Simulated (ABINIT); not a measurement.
# Ge (Fd-3m) in ABINIT: further runs

Aim: see how the results for Ge move with the level of theory and the settings. Levels: BLYP, WC. Tasks: band structure.

Program: ABINIT 10.8.3 (patched build). These are calculated values, not measurements. Logs are shortened: lines on timing, memory, paths and dates and some standing lists are left out, and cuts for length are marked. The log counts tension as positive stress, the text compression.

**Experimental background.**

“Electronic and optical properties of SixGe1-x-ySny alloys lattice-matched to Ge”, 2021, arxiv:2109.02782 reports, for a bulk crystal of Ge at 300 K: band gap 0.807 eV (direct).

The runs below are set against these values where they give the same quantity.

### Step 1. The structure

The structure is cubic, space group Fd-3m (No. 227). Conventional cell: a = 5.658 Å, b = 5.658 Å, c = 5.658 Å, α = 90.00°, β = 90.00°, γ = 90.00°. Around Ge (site symmetry -43m) lie 4 Ge at 2.45 Å.

### Step 2. Band structure, BLYP

run.abi

```
# Datasets: ground state, then fixed potential
ndtset 2

# Pseudopotentials
pp_dirpath "./"
pseudos "Ge.upf"

# Structure
acell 3*1.0 Angstrom
rprim
     0.0000000000     2.8289100000     2.8289100000
     2.8289100000     0.0000000000     2.8289100000
     2.8289100000     2.8289100000     0.0000000000
ntypat 1
znucl 32
natom 2
typat 1 1
xcart
     8.0187976968     8.0187976968     8.0187976968
     5.3458651312     5.3458651312     5.3458651312

# Plane-wave basis
ecut 39.0

# Exchange and correlation
ixc -106131

# Bands and occupations
occopt 3
tsmear 0.05 eV

# SCF cycle
nstep 100

# Output
iomode 3
prtwf 0
prteig 0
prtebands 0
enunit 1
prtden1 1

# Dataset 1
kptopt1 1
ngkpt1 8 8 8
nshiftk1 1
shiftk1 0.0 0.0 0.0
nband1 18
tolvrs1 1.0e-10

# Dataset 2: bands along G-X-W-K-G-L-U-W-L-K
iscf2 -2
getden2 1
nband2 22
nbdbuf2 2
tolwfr2 1.0e-12
kptopt2 -9
ndivsm2 8
prteig2 1
kptbounds2
     0.0000000000     0.0000000000     0.0000000000
     0.5000000000     0.0000000000     0.5000000000
     0.5000000000     0.2500000000     0.7500000000
     0.3750000000     0.3750000000     0.7500000000
     0.0000000000     0.0000000000     0.0000000000
     0.5000000000     0.5000000000     0.5000000000
     0.6250000000     0.2500000000     0.6250000000
     0.5000000000     0.2500000000     0.7500000000
     0.5000000000     0.5000000000     0.5000000000
     0.3750000000     0.3750000000     0.7500000000
```

Potentials or basis: PseudoDojo NC SR PBE v0.4.1 standard.

Launch:

```
> abinit run.abi > log 2>&1
```

run.abo:

```text
.Version 10.8.3 of ABINIT
 DATASET    1 : space group Fd -3 m (#227); Bravais cF (face-center cubic)
================================================================================
 Values of the parameters that define the memory need for DATASET  1.
     intxc =       0    ionmov =       0      iscf =       7    lmnmax =       6
     lnmax =       6     mgfft =      45  mpssoang =       3    mqgrid =    3001
     natom =       2  nloc_mem =       1    nspden =       1   nspinor =       1
    nsppol =       1      nsym =      48    n1xccc =    2501    ntypat =       1
    occopt =       3   xclevel =       2
       mpw =        3584          nfft =       91125          nkpt =          29
================================================================================
================================================================================

 DATASET    2 : space group Fd -3 m (#227); Bravais cF (face-center cubic)
================================================================================
 Values of the parameters that define the memory need for DATASET  2.
     intxc =       0    ionmov =       0      iscf =      -2    lmnmax =       6
     lnmax =       6     mgfft =      45  mpssoang =       3    mqgrid =    3001
     natom =       2  nloc_mem =       1    nspden =       1   nspinor =       1
    nsppol =       1      nsym =      48    n1xccc =    2501    ntypat =       1
    occopt =       3   xclevel =       2
       mpw =        3584          nfft =       91125          nkpt =         139
================================================================================
================================================================================

--------------------------------------------------------------------------------
------------- Echo of variables that govern the present computation ------------
--------------------------------------------------------------------------------
 -outvars: echo values of preprocessed input variables --------
            acell      1.8897261259E+00  1.8897261259E+00  1.8897261259E+00 Bohr
              amu      7.26100000E+01
             ecut      3.90000000E+01 Hartree
           enunit           1
           getden1          0
           getden2          1
             iscf1          7
             iscf2         -2
                       outvar_i_n : Printing only first  50 k-points.
              ixc     -106131
           jdtset        1    2
                       outvar_i_n : Printing only first  50 k-points.
           kptopt1          1
           kptopt2         -9
         kptrlatt        8    0    0      0    8    0      0    0    8
          kptrlen1     6.04815598E+01
          kptrlen2     3.00000000E+01
            natom           2
            nband1         18
            nband2         22
           nbdbuf1          0
           nbdbuf2          2
           ndtset           2
           ndivsm1          0
           ndivsm2          8
            ngfft          45      45      45
             nkpt1         29
             nkpt2        139
            nstep         100
             nsym          48
           ntypat           1
           occopt           3
        prtebands           0
           prteig1          0
           prteig2          1
            prtwf           0
            rprim      0.0000000000E+00  2.8289100000E+00  2.8289100000E+00
                       2.8289100000E+00  0.0000000000E+00  2.8289100000E+00
                       2.8289100000E+00  2.8289100000E+00  0.0000000000E+00
           shiftk1     0.00000000E+00  0.00000000E+00  0.00000000E+00
           shiftk2     5.00000000E-01  5.00000000E-01  5.00000000E-01
          spgroup         227
           tolvrs1     1.00000000E-10
           tolvrs2     0.00000000E+00
           tolwfr1     0.00000000E+00
           tolwfr2     1.00000000E-12
           tsmear      1.83746611E-03 Hartree
            typat      1  1
                       outvars : Printing only first  50 k-points.
           xangst      4.2433649976E+00  4.2433649976E+00  4.2433649976E+00
                       2.8289099976E+00  2.8289099976E+00  2.8289099976E+00
            xcart      8.0187976977E+00  8.0187976977E+00  8.0187976977E+00
                       5.3458651303E+00  5.3458651303E+00  5.3458651303E+00
             xred      7.4999999957E-01  7.4999999957E-01  7.4999999957E-01
                       4.9999999957E-01  4.9999999957E-01  4.9999999957E-01
            znucl       32.00000

================================================================================

 chkinp: Checking input parameters for consistency, jdtset=   1.

 chkinp: Checking input parameters for consistency, jdtset=   2.

================================================================================
== DATASET  1 ==================================================================

--- !DatasetInfo
[... 169 lines left out ...]
--------------------------------------------------------------------------------

================================================================================
 Non-SCF case, kpt    1 (  0.00000  0.00000  0.00000), residuals and eigenvalues=
  3.98E-13  6.75E-13  6.52E-13  8.34E-13  5.16E-13  2.34E-13  3.07E-13  5.09E-13
  7.12E-13  3.17E-13  4.77E-13  1.45E-13  9.96E-13  6.52E-13  2.37E-13  4.43E-13
  8.57E-13  1.99E-13  3.16E-13  7.83E-13  1.77E-09  5.10E-13
 -7.4647E-01 -7.4647E-01 -7.4647E-01 -7.4511E-01 -7.4511E-01 -7.3725E-01
 -7.3725E-01 -7.3725E-01 -7.3676E-01 -7.3676E-01 -3.0773E-01  1.5337E-01
  1.6232E-01  1.6232E-01  1.6232E-01  2.5773E-01  2.5773E-01  2.5773E-01
  4.1042E-01  5.1704E-01  5.1704E-01  5.6958E-01
 Non-SCF case, kpt    2 (  0.02174  0.00000  0.02174), residuals and eigenvalues=
  6.98E-13  7.03E-13  7.81E-13  7.88E-13  5.21E-13  7.82E-13  5.35E-13  3.76E-13
  6.12E-13  3.64E-13  7.83E-13  5.33E-13  4.30E-13  2.77E-13  8.61E-13  9.55E-13
  1.67E-13  1.56E-13  3.84E-13  5.93E-13  4.50E-13  2.82E-06
 -7.4649E-01 -7.4648E-01 -7.4648E-01 -7.4510E-01 -7.4508E-01 -7.3733E-01
 -7.3724E-01 -7.3724E-01 -7.3677E-01 -7.3670E-01 -3.0745E-01  1.4191E-01
[... 1084 lines left out ...]
  2.84E-13  6.19E-13  3.60E-13  2.77E-13  2.03E-13  4.00E-13  7.86E-13  1.93E-13
  7.21E-13  7.99E-13  7.54E-13  5.19E-13  1.01E-09  1.15E-07
 -7.4838E-01 -7.4777E-01 -7.4446E-01 -7.4199E-01 -7.4140E-01 -7.4102E-01
 -7.4048E-01 -7.3873E-01 -7.3520E-01 -7.3464E-01 -1.8808E-01 -1.4072E-01
  5.7884E-03  6.9539E-02  2.1208E-01  3.2848E-01  4.1634E-01  4.2434E-01
  4.6310E-01  5.2517E-01  6.6346E-01  7.0144E-01
 Non-SCF case, kpt  139 (  0.37500  0.37500  0.75000), residuals and eigenvalues=
  2.98E-13  8.54E-13  4.31E-13  7.19E-13  6.34E-13  8.24E-13  3.37E-13  3.17E-13
  3.71E-13  6.14E-13  8.17E-13  2.88E-13  2.95E-13  6.97E-13  3.30E-13  3.90E-13
  1.30E-13  3.52E-13  5.58E-13  8.75E-13  1.61E-08  1.22E-05
 -7.4837E-01 -7.4777E-01 -7.4445E-01 -7.4226E-01 -7.4128E-01 -7.4078E-01
 -7.4058E-01 -7.3874E-01 -7.3519E-01 -7.3466E-01 -1.8411E-01 -1.4490E-01
  7.1143E-03  6.7107E-02  2.0999E-01  3.1545E-01  4.2661E-01  4.3297E-01
  4.6771E-01  5.3090E-01  6.6249E-01  7.1382E-01

--- !ResultsGS
iteration_state: {dtset: 2, }
comment   : Summary of ground state results
lattice_vectors:
- [  0.0000000,   5.3458651,   5.3458651, ]
- [  5.3458651,   0.0000000,   5.3458651, ]
- [  5.3458651,   5.3458651,   0.0000000, ]
lattice_lengths: [   7.56019,    7.56019,    7.56019, ]
lattice_angles: [ 60.000,  60.000,  60.000, ] # degrees, (23, 13, 12)
lattice_volume:   3.0555120E+02
convergence: {deltae:  0.000E+00, res2:  0.000E+00, residm:  9.997E-13, diffor:  0.000E+00, }
etotal    :  -1.78354371E+02
entropy   :   0.00000000E+00
fermie    :   1.62887574E-01
cartesian_stress_tensor: null
pressure_GPa: null
xred      :
- [  7.5000E-01,   7.5000E-01,   7.5000E-01, Ge]
- [  5.0000E-01,   5.0000E-01,   5.0000E-01, Ge]
cartesian_forces: null
force_length_stats: {min: null, max: null, mean: null, }
...

 Integrated electronic density in atomic spheres:
 ------------------------------------------------
 Atom  Sphere_radius  Integrated_density
    1        2.00000         11.59414118
    2        2.00000         11.59782747
================================================================================

 ----iterations are completed or convergence reached----

 Mean square residual over all n,k,spin=   52.844E-14; max=  99.974E-14
 reduced coordinates (array xred) for    2 atoms
       0.749999999574      0.749999999574      0.749999999574
       0.499999999574      0.499999999574      0.499999999574

 cartesian coordinates (angstrom) at end:
    1      4.24336499759106     4.24336499759106     4.24336499759106
    2      2.82890999759106     2.82890999759106     2.82890999759106
 length scales=  1.889726125908  1.889726125908  1.889726125908 bohr
              =  1.000000000000  1.000000000000  1.000000000000 angstroms
 Eigenvalues (   eV  ) for nkpt= 139  k points:
 kpt#   1, nband= 22, wtk=  1.00000, kpt=  0.0000  0.0000  0.0000 (reduced coord)
 -20.31247  -20.31247  -20.31247  -20.27555  -20.27555  -20.06156  -20.06156  -20.06156
 -20.04838  -20.04838   -8.37382    4.17337    4.41704    4.41704    4.41704    7.01323
   7.01323    7.01323   11.16823   14.06937   14.06937   15.49920
 kpt#   2, nband= 22, wtk=  1.00000, kpt=  0.0217  0.0000  0.0217 (reduced coord)
 -20.31292  -20.31266  -20.31266  -20.27527  -20.27461  -20.06389  -20.06128  -20.06128
 -20.04863  -20.04667   -8.36618    3.86161    4.37919    4.37919    4.72616    6.98935
   7.06076    7.06076   11.20959   13.91674   14.07742   15.51523
 kpt#   3, nband= 22, wtk=  1.00000, kpt=  0.0435  0.0000  0.0435 (reduced coord)
 -20.31411  -20.31323  -20.31323  -20.27444  -20.27193  -20.06906  -20.06044  -20.06044
 -20.04939  -20.04332   -8.34326    3.45326    4.27339    4.27339    5.12582    6.92067
   7.19551    7.19551   11.33064   13.56866   14.10155   15.56274
 kpt#   4, nband= 22, wtk=  1.00000, kpt=  0.0652  0.0000  0.0652 (reduced coord)
 -20.31572  -20.31415  -20.31415  -20.27306  -20.26784  -20.07547  -20.05905  -20.05905
 -20.05064  -20.03993   -8.30509    3.03960    4.11740    4.11740    5.52237    6.81496
   7.39965    7.39965   11.52343   13.15416   14.14181   15.64228
 kpt#   5, nband= 22, wtk=  1.00000, kpt=  0.0870  0.0000  0.0870 (reduced coord)
[... 525 lines left out ...]
 -20.00688  -19.99166   -5.41116   -3.54934    0.22375    2.05999    5.91421    9.58524
  10.56032   10.92041   12.73445   14.22400   17.41600   18.42439
 kpt# 137, nband= 22, wtk=  1.00000, kpt=  0.3929  0.3929  0.7143 (reduced coord)
 -20.36458  -20.34771  -20.25885  -20.18337  -20.18000  -20.17064  -20.14461  -20.10086
 -20.00615  -19.99090   -5.26009   -3.68766    0.16572    1.97060    5.83871    9.29062
  10.93224   11.25314   12.63254   14.22227   17.86212   18.68256
 kpt# 138, nband= 22, wtk=  1.00000, kpt=  0.3839  0.3839  0.7321 (reduced coord)
 -20.36458  -20.34795  -20.25784  -20.19065  -20.17458  -20.16421  -20.14936  -20.10180
 -20.00572  -19.99068   -5.11779   -3.82910    0.15751    1.89224    5.77087    8.93838
  11.32925   11.54696   12.60159   14.29066   18.05371   19.08703
 kpt# 139, nband= 22, wtk=  1.00000, kpt=  0.3750  0.3750  0.7500 (reduced coord)
 -20.36410  -20.34796  -20.25754  -20.19788  -20.17116  -20.15764  -20.15214  -20.10215
 -20.00558  -19.99100   -5.00979   -3.94283    0.19359    1.82606    5.71401    8.58396
  11.60874   11.78169   12.72707   14.44652   18.02722   19.42398

== END DATASET(S) ==============================================================
================================================================================

 -outvars: echo values of variables after computation  --------
            acell      1.8897261259E+00  1.8897261259E+00  1.8897261259E+00 Bohr
           etotal1    -1.7835437096E+02
            fcart1     1.2592186462E-28  2.5184372924E-29 -3.7776559386E-28
                      -1.2592186462E-28 -2.5184372924E-29  3.7776559386E-28
            rprim      0.0000000000E+00  2.8289100000E+00  2.8289100000E+00
                       2.8289100000E+00  0.0000000000E+00  2.8289100000E+00
                       2.8289100000E+00  2.8289100000E+00  0.0000000000E+00
           strten1    -2.2929640009E-04 -2.2929640009E-04 -2.2929640009E-04
                       0.0000000000E+00  0.0000000000E+00  0.0000000000E+00
           xangst      4.2433649976E+00  4.2433649976E+00  4.2433649976E+00
                       2.8289099976E+00  2.8289099976E+00  2.8289099976E+00
             xred      7.4999999957E-01  7.4999999957E-01  7.4999999957E-01
                       4.9999999957E-01  4.9999999957E-01  4.9999999957E-01
 Calculation completed.
```

Wall time 4.6 min (1 thread of Intel Xeon Platinum 8488C (Sapphire Rapids), shared host); peak memory 0.24 GiB.

What came out:

| Property | Result |
| --- | --- |
| Free energy | -4853.2697 eV |
| Pressure | 6.7 GPa |
| Band gap on the k mesh | none (metal or under the smearing width) |
| Valence electrons inside the program's atomic spheres | Ge 11.59, 11.60 (radii [1.0584] Å) |

Levels at the corners of the path, in eV from the Fermi level:
```csv
point,band 12,band 13,band 14,band 15,band 16,band 17
Γ,-0.26,-0.02,-0.02,-0.02,2.58,2.58
X,-8.96,-3.04,-3.04,0.90,0.90,9.38
W,-8.88,-3.82,-3.82,4.29,4.29,4.88
K,-8.38,-4.24,-2.61,1.28,4.15,7.18
Γ,-0.26,-0.02,-0.02,-0.02,2.58,2.58
L,-7.61,-1.41,-1.41,0.13,3.83,3.83
U,-8.38,-4.24,-2.61,1.28,4.15,7.18
W,-8.88,-3.82,-3.82,4.29,4.29,4.88
L,-7.61,-1.41,-1.41,0.13,3.83,3.83
K,-8.38,-4.24,-2.61,1.28,4.15,7.18
```

Caveat: the potentials were made for another functional, which shifts forces and pressure; this crystal is a semiconductor, whose small gap the functional closes, so the metal is an error of the method.

### Step 3. Band structure, WC

run.abi: that of step 2 with these lines changed.

```diff
@@ -8,7 +8,7 @@
 # Structure
-acell 3*1.0 Angstrom
+acell 3*1.0
 rprim
-     0.0000000000     2.8289100000     2.8289100000
-     2.8289100000     0.0000000000     2.8289100000
-     2.8289100000     2.8289100000     0.0000000000
+     0.0000000000     5.3458651312     5.3458651312
+     5.3458651312     0.0000000000     5.3458651312
+     5.3458651312     5.3458651312     0.0000000000
 ntypat 1
@@ -17,5 +17,5 @@
 typat 1 1
-xcart
-     8.0187976968     8.0187976968     8.0187976968
-     5.3458651312     5.3458651312     5.3458651312
+xred
+     0.7500000000     0.7500000000     0.7500000000
+     0.5000000000     0.5000000000     0.5000000000
 
@@ -25,3 +25,3 @@
 # Exchange and correlation
-ixc -106131
+ixc 23
 
@@ -29,3 +29,3 @@
 occopt 3
-tsmear 0.05 eV
+tsmear 0.00183747
 
@@ -57,4 +57,5 @@
 kptopt2 -9
-ndivsm2 8
+ndivsm2 5
 prteig2 1
+prtvol2 -3
 kptbounds2
```

Potentials or basis: PseudoDojo NC SR PBEsol v0.4.1 standard.

Launch:

```
> abinit run.abi > log 2>&1
```

run.abo:

```text
.Version 10.8.3 of ABINIT
 DATASET    1 : space group Fd -3 m (#227); Bravais cF (face-center cubic)
================================================================================
 Values of the parameters that define the memory need for DATASET  1.
     intxc =       0    ionmov =       0      iscf =       7    lmnmax =       6
     lnmax =       6     mgfft =      45  mpssoang =       3    mqgrid =    3001
     natom =       2  nloc_mem =       1    nspden =       1   nspinor =       1
    nsppol =       1      nsym =      48    n1xccc =    2501    ntypat =       1
    occopt =       3   xclevel =       2
       mpw =        3584          nfft =       91125          nkpt =          29
================================================================================
================================================================================

 DATASET    2 : space group Fd -3 m (#227); Bravais cF (face-center cubic)
================================================================================
[... 1345 lines left out ...]
 -20.69342  -20.67917   -5.49133   -4.43167   -0.47512    1.25245    4.95986    7.90945
  11.03857   11.24688   11.97030   13.64555   17.34788   18.51834

== END DATASET(S) ==============================================================
================================================================================

 -outvars: echo values of variables after computation  --------
            acell      1.0000000000E+00  1.0000000000E+00  1.0000000000E+00 Bohr
           etotal1    -1.7862641055E+02
            fcart1    -1.2592186471E-29  1.2592186471E-29 -1.2592186471E-29
                       1.2592186471E-29 -1.2592186471E-29  1.2592186471E-29
            rprim      0.0000000000E+00  5.3458651312E+00  5.3458651312E+00
                       5.3458651312E+00  0.0000000000E+00  5.3458651312E+00
                       5.3458651312E+00  5.3458651312E+00  0.0000000000E+00
           strten1    -2.3578380605E-05 -2.3578380605E-05 -2.3578380605E-05
                       0.0000000000E+00  0.0000000000E+00  0.0000000000E+00
           xangst      4.2433649971E+00  4.2433649971E+00  4.2433649971E+00
                       2.8289099981E+00  2.8289099981E+00  2.8289099981E+00
             xred      7.5000000000E-01  7.5000000000E-01  7.5000000000E-01
                       5.0000000000E-01  5.0000000000E-01  5.0000000000E-01
 Calculation completed.
```

It took 3.1 min on 1 thread of Intel Xeon Platinum 8488C (Sapphire Rapids), shared host; peak memory 0.17 GiB.

Results:

```
Free energy                                           : -4860.6723 eV
Pressure                                              : 0.7 GPa
Band gap on the k mesh                                : none (metal or under the smearing width)
Valence electrons inside the program's atomic spheres : Ge 11.56, 11.57 (radii [1.0584] Å)
```

Levels at the corners of the path, in eV from the Fermi level:
```tsv
point	band 12	band 13	band 14	band 15	band 16	band 17
Γ	-0.06	-0.01	-0.01	-0.01	2.53	2.53
X	-8.92	-3.08	-3.08	0.65	0.65	9.47
W	-8.82	-3.94	-3.94	4.27	4.27	4.63
K	-8.33	-4.37	-2.64	1.06	4.01	7.14
Γ	-0.06	-0.01	-0.01	-0.01	2.53	2.53
L	-7.64	-1.41	-1.41	0.09	3.71	3.71
U	-8.33	-4.37	-2.64	1.06	4.01	7.14
W	-8.82	-3.94	-3.94	4.27	4.27	4.63
L	-7.64	-1.41	-1.41	0.09	3.71	3.71
K	-8.33	-4.37	-2.64	1.06	4.01	7.14
```

Caveat: the potentials were made for another functional, which shifts forces and pressure; this crystal is a semiconductor, whose small gap the functional closes, so the metal is an error of the method.

### Step 4. Comparison with measurements

Step 2. A measured gap of Ge is 0.807 eV (direct; 300 K; “Electronic and optical properties of SixGe1-x-ySny alloys lattice-matched to Ge”, 2021, arxiv:2109.02782); the calculated 0.00 eV misses it by -0.81 eV. 3 values of this kind are on record (0.666 to 0.807 eV); this one was drawn at random among those near their median. Spin-orbit coupling on Ge is left out. The value is that of BLYP on a finite k mesh, which can miss the band edges, without temperature or zero-point motion. Semilocal functionals fall short of measured gaps as a rule.

Step 3. Measured gap of Ge: 0.807 eV (direct; 300 K; “Electronic and optical properties of SixGe1-x-ySny alloys lattice-matched to Ge”, 2021, arxiv:2109.02782). This calculation gives 0.00 eV (-0.81 eV). 3 values of this kind are on record (0.666 to 0.807 eV); this one was drawn at random among those near their median. Spin-orbit coupling on Ge is left out. The value is that of WC on a finite k mesh, which can miss the band edges, without temperature or zero-point motion. Semilocal functionals fall short of measured gaps as a rule.
